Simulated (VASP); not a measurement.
# TiB₂: molecular dynamics with a thermostat

TiB₂, P6/mmm (no. 191), 12 atoms in the cell. PBE, molecular dynamics; PAW potentials Ti, B (PBE set).

Ensemble: NVT; Target temperature (K): 600.

## Input

INCAR:
```
GGA = PE ; PREC = Normal
ENCUT = 320 ; EDIFF = 1E-5
NELMIN = 4 ; NELM = 60
ALGO = Fast ; LREAL = Auto
LASPH = T ; ISMEAR = -1
SIGMA = 0.05 ; ISYM = 0
LWAVE = F ; LCHARG = F
IBRION = 0 ; NSW = 80
POTIM = 1.0 ; TEBEG = 600
TEEND = 600 ; ISIF = 2
MDALGO = 1 ; ANDERSEN_PROB = 0.05
RANDOM_SEED = 825335 0 0 ; KPAR = 2
```

KPOINTS:
```
k-points
0
Monkhorst-Pack
  2 2 4
```

POSCAR:
```
TiB2
1.0
    6.0584000000      0.0000000000      0.0000000000
   -3.0292000000      5.2467283062      0.0000000000
    0.0000000000      0.0000000000      3.2284000000
Ti B
4 8
Direct
    0.0000000000      0.0000000000      0.0000000000
    0.0000000000      0.5000000000      0.0000000000
    0.5000000000      0.0000000000      0.0000000000
    0.5000000000      0.5000000000      0.0000000000
    0.3333333334      0.1666666666      0.5000000000
    0.3333333334      0.6666666666      0.5000000000
    0.8333333334      0.1666666666      0.5000000000
    0.8333333333      0.6666666666      0.5000000000
    0.1666666666      0.3333333334      0.5000000000
    0.1666666667      0.8333333334      0.5000000000
    0.6666666667      0.3333333334      0.5000000000
    0.6666666667      0.8333333334      0.5000000000
```

Commands:
```
cat potpaw_PBE.64/Ti/POTCAR potpaw_PBE.64/B/POTCAR > POTCAR
mpirun -np 2 vasp_std > vasp.out
```

## Result

- Mean temperature (K): 460
- Rise of the mean potential energy above the start (meV/atom): 52.1
- Electronic steps per ionic step after the first: 4.8

Course of the run:

| Time (fs) | Temperature (K) | Potential energy less the first (meV/atom) |
|---|---|---|
| 1 | 600 | 0.0 |
| 7 | 398 | 22.0 |
| 13 | 270 | 51.4 |
| 19 | 277 | 64.8 |
| 25 | 461 | 50.2 |
| 31 | 476 | 46.2 |
| 37 | 478 | 57.3 |
| 44 | 423 | 66.0 |
| 50 | 549 | 62.7 |
| 56 | 513 | 67.0 |
| 62 | 648 | 55.3 |
| 68 | 675 | 36.5 |
| 74 | 337 | 64.0 |
| 80 | 358 | 66.1 |

REPORT:
```
MDALGO =   1
         ANDERSEN_PROB =  0.05000000
               SCALING =       0
                 CNEXP =     9.000   14.000
           RANDOM_SEED =            825335                0                0

   original number of atomic DOF:         33
   number of independent constraints:      0
   number of active DOF:                  33

========================================
         MD step No.       1
========================================

  Atomic velocities initialized by STEP_tb

  >Energies
                    E_tot             E_pot             E_kin               EPS                ES
   e_b>   -0.96407571E+02   -0.97260691E+02    0.85312042E+00    0.00000000E+00    0.00000000E+00

  >Temperature
               T_sim     T_inst
   tmprt>    600.000    599.999

  >Thermostat, num. of collisions:                0

           RANDOM_SEED =            825335              150                0

[... steps left out ...]

========================================
         MD step No.      80
========================================

  >Energies
                    E_tot             E_pot             E_kin               EPS                ES
   e_b>   -0.95958902E+02   -0.96467310E+02    0.50840808E+00    0.00000000E+00    0.00000000E+00

  >Temperature
               T_sim     T_inst
   tmprt>    600.000    357.563

  >Thermostat, num. of collisions:                0

           RANDOM_SEED =            825335             7260                0
```

OSZICAR:
```
N       E                     dE             d eps       ncg     rms          rms(c)
DAV:   1     0.213787742254E+03    0.21379E+03   -0.11269E+04  1296   0.941E+02
DAV:   2    -0.800919189831E+02   -0.29388E+03   -0.28530E+03  1488   0.274E+02
DAV:   3    -0.116307787903E+03   -0.36216E+02   -0.35636E+02  1802   0.107E+02
DAV:   4    -0.117397853814E+03   -0.10901E+01   -0.10858E+01  1688   0.185E+01
DAV:   5    -0.117422297271E+03   -0.24443E-01   -0.24427E-01  1655   0.257E+00    0.451E+01
RMM:   6    -0.955488676690E+02    0.21873E+02   -0.85374E+01  1320   0.549E+01    0.607E+00
RMM:   7    -0.976328325604E+02   -0.20840E+01   -0.28845E+01  1308   0.215E+01    0.996E+00
RMM:   8    -0.978039844130E+02   -0.17115E+00   -0.26821E+00  1326   0.931E+00    0.685E+00
RMM:   9    -0.977392250281E+02    0.64759E-01   -0.47686E-01  1317   0.376E+00    0.805E+00
RMM:  10    -0.100998526111E+03   -0.32593E+01   -0.11246E+01  1693   0.172E+01    0.120E+01
RMM:  11    -0.981615490945E+02    0.28370E+01   -0.51219E+01  2134   0.402E+01    0.726E+00
RMM:  12    -0.980920906326E+02    0.69458E-01   -0.23776E-01  1308   0.297E+00    0.700E+00
[... left out ...]
     79 T=   357. E= -.95958825E+02 F= -.96465769E+02 E0= -.96465163E+02  EK= 0.50694E+00 SP= 0.00E+00 SK= 0.00E+00
[... last step whole ...]
       N       E                     dE             d eps       ncg     rms          rms(c)
DAV:   1    -0.964670896079E+02   -0.13245E-02   -0.18237E-02  1848   0.117E+00    0.347E-02
RMM:   2    -0.964672985844E+02   -0.20898E-03   -0.24605E-03  1296   0.331E-01    0.688E-02
RMM:   3    -0.964673162544E+02   -0.17670E-04   -0.37637E-04  1297   0.139E-01    0.264E-02
RMM:   4    -0.964673146876E+02    0.15668E-05   -0.10806E-04  1300   0.527E-02    0.268E-02
RMM:   5    -0.964673101054E+02    0.45821E-05   -0.50372E-05  1208   0.486E-02
     80 T=   358. E= -.95958902E+02 F= -.96467310E+02 E0= -.96466726E+02  EK= 0.50841E+00 SP= 0.00E+00 SK= 0.00E+00
```

Limits: 80 fs of 12 atoms are too short for converged averages; the cell is only 3.2 Å across, so each atom moves in step with near copies of itself.

VASP 6.6.1 took 409 s on 2 cores (AMD EPYC 9R45 (Zen 5)), a shared host.
